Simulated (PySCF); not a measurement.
A run of PySCF 2.14.0 is set up as follows.

The input run.py:

```python
import json
import numpy as np
from pyscf.pbc import gto, scf, dft, df

cell = gto.Cell()
cell.basis = 'DZVP-MOLOPT-SR-GTH-q12'
cell.pseudo = 'GTH-PBE-q12'
cell.fromfile('POSCAR', format='poscar')
cell.ke_cutoff = 236  # hartree
cell.exp_to_discard = 0.02
cell.precision = 1e-08
cell.space_group_symmetry = True
cell.symmorphic = False
cell.max_memory = 5040  # MB
cell.verbose = 4
cell.build()

res = {}
kpts = cell.make_kpts([3, 3, 3], space_group_symmetry=True, time_reversal_symmetry=True)
cell.space_group_symmetry = False  # the mesh holds the operations; no search on the supercells of the integral code
mf = dft.KRKS(cell, kpts, xc='pbe')
mf = mf.multigrid_numint()
mf = mf.smearing(sigma=0.00183747, method='fermi')  # hartree
mf.conv_tol = 1e-07
mf.max_cycle = 60

mf.kernel()
res.update(converged=bool(mf.converged), e_tot=mf.e_tot, nelec=cell.nelectron, nao=cell.nao, mesh=list(map(int, cell.mesh)), a=cell.lattice_vectors().tolist(), coords=cell.atom_coords().tolist(),
           mo_energy=[np.real(x).tolist() for x in mf.mo_energy], mo_occ=[np.real(x).tolist() for x in mf.mo_occ])
res.update(e_free=mf.e_free, e_zero=mf.e_zero)
res.update(kpts=kpts.kpts_scaled_ibz.tolist(), weights=kpts.weights_ibz.tolist())
res['parts'] = {k: float(np.real(v)) for k, v in mf.scf_summary.items() if np.isscalar(v)}
json.dump(res, open('results.json', 'w'))
if not mf.converged:
    raise SystemExit('SCF not converged')

print('levels (eV)')
for i, kp in enumerate(res['kpts'][:40]):
    print('k %7.4f %7.4f %7.4f  ' % tuple(kp), ' '.join('%.3f' % (x * 27.211386) for x in res['mo_energy'][i][:11]))

mf = mf.to_khf()  # unfold to the whole mesh
kpts = mf.kpts
# Mulliken populations
dm, s = np.asarray(mf.make_rdm1()), np.asarray(mf.get_ovlp())
sites = cell.aoslice_by_atom()[:, 2:]
tot = np.einsum('kij,kji->i', dm, s).real / len(kpts)
res['mulliken'] = [cell.atom_charge(i) - tot[a0:a1].sum() for i, (a0, a1) in enumerate(sites)]
print('Mulliken charges', np.round(res['mulliken'], 5))

# density of states, Gaussians of 0.15 eV
e = np.asarray(mf.mo_energy).real.reshape(1, -1) * 27.211386
ef = mf.get_fermi()
ef = np.max(ef) * 27.211386
x = np.arange(-15, 10.01, 0.1) + round(ef, 1)
dos = np.exp(-((x[:, None, None] - e) / 0.15) ** 2 / 2).sum(-1).T / (0.15 * np.sqrt(2 * np.pi) * len(kpts)) * 2
res.update(dos_e=x.tolist(), dos=dos.tolist())
for a, b in zip(x[::5], dos.T[::5]):
    print('%8.2f' % a, ' '.join('%9.4f' % y for y in b))
res['done'] = True
json.dump(res, open('results.json', 'w'))
```

File POSCAR:

```
Ti
1.0
    0.0000000000      1.9304661389      1.9304661389
    1.9304661389      0.0000000000      1.9304661389
    1.9304661389      1.9304661389      0.0000000000
Ti
1
Direct
    0.0000000000      0.0000000000      0.0000000000
```

Potentials or basis: DZVP-MOLOPT-SR/GTH-PBE (potentials made for PBE).

The run is started by

```sh
$ OMP_NUM_THREADS=4 python -u run.py > log
```

**Question.** What does it give for the band gap on the k mesh?

**Answer.** None (metal or under the smearing width).

States per cell in windows of 1 eV (zero at the Fermi level; states under -8 eV left out):
| from (eV) | total |
| --- | --- |
| -8.0 | 0.00 |
| -7.0 | 0.07 |
| -6.0 | 0.00 |
| -5.0 | 0.01 |
| -4.0 | 1.02 |
| -3.0 | 0.19 |
| -2.0 | 2.04 |
| -1.0 | 0.64 |
| 0.0 | 2.02 |
| 1.0 | 0.67 |
| 2.0 | 1.06 |
| 3.0 | 3.30 |
| 4.0 | 0.08 |
| 5.0 | 0.00 |
| 6.0 | 0.00 |
| 7.0 | 0.18 |

Caveat: the k mesh is coarse (spacing up to 0.94 Å⁻¹), so the values aren't converged; the basis of atomic orbitals isn't converged, which shifts pressures, moduli and gaps.
